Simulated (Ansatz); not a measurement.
# S (fcc type): the cost of one run

Method: DFT, PBE, all-electron LAPW, scalar-relativistic, in Ansatz 0.2.0.

## 1. The structure to begin with

Symmetry: Fm-3m, No. 225, cubic system. The conventional cell has a = 3.372 Å, b = 3.372 Å, c = 3.372 Å, α = 90.00°, β = 90.00°, γ = 90.00°. S (site symmetry m-3m) has 12 S at 2.38 Å as nearest neighbours.

As a file:

```cif
data_structure
_symmetry_space_group_name_H-M 'P 1'
_symmetry_Int_Tables_number 1
_cell_length_a 2.3845
_cell_length_b 2.3845
_cell_length_c 2.3845
_cell_angle_alpha 60.000
_cell_angle_beta 60.000
_cell_angle_gamma 60.000
_cell_volume 9.59
loop_
_atom_site_label
_atom_site_type_symbol
_atom_site_fract_x
_atom_site_fract_y
_atom_site_fract_z
_atom_site_occupancy
S1 S 0.00000 0.00000 0.00000 1
```

## 2. Fcc relaxed under pressure, LAPW

input.yaml

```yaml
crystal:
  lattice:
    - [0.0, 1.686110385, 1.686110385]
    - [1.686110385, 0.0, 1.686110385]
    - [1.686110385, 1.686110385, 0.0]
  atoms:
    - { symbol: S, position: [0.0, 0.0, 0.0] }
kpoints:
  mp_grid: { grid: [19, 19, 19] }
scf:
  occupations: { method: fermi_dirac, width: 0.08 }
hamiltonian:
  xc: pbe
  pseudopotentials: { kind: all_electron, lapw: { basis_error: 0.0005 } }
output:
  forces: true
  stress: true
  eigenvalues: true
relax:
  f_tol: 0.005
  max_steps: 12
  cell: { p_target: 110.0, stress_tol: 0.055 }
```

On the command line:

```
ansatz run input.yaml --threads 1 --pin off --max-ram 3584MiB --backend cpu --events-out ev --progress --plain --runs-dir out
```

What time and memory should one allow on 1 thread of Arm Neoverse V1, shared host?

About 17 s, with a peak of 0.29 GiB.
